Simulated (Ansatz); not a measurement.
**Lu in Ansatz: the effect of strain**

Lu:

```
CELL_PARAMETERS angstrom
3.50310 0.00000 0.00000
-1.75155 3.03377 0.00000
0.00000 0.00000 5.32886
ATOMIC_POSITIONS crystal
Lu 0.66667 0.33333 0.75000
Lu 0.33333 0.66667 0.25000
```

Alike in all runs:

- Program: Ansatz 0.2.0
- Task: band structure
- Functional: PBE
- Potentials or basis: Ansatz PAW
- Cutoff: 420 eV (not typed: the program's choice for these potentials)
- k mesh: 7 × 7 × 4
- Occupations: fermi-dirac, width 0.05 eV
- Spin: no spin polarisation
- Kind of strain: uniaxial
- Path: [["G", "M", "K", "G", "A", "L", "H", "A"], ["L", "M"], ["K", "H"]]
- Points for each segment of the path: 14

Question: One run gave: pressure -2.2 GPa. Which strain did it use?
A. -0.01
B. 0.01
C. 0.04
D. -0.02
E. 0

Answer: C.

```tsv
strain	pressure (GPa)
-0.04	1.2
-0.02	0.2
-0.01	-0.3
0	-0.7
0.01	-1.2
0.02	-1.5
0.04	-2.2
```
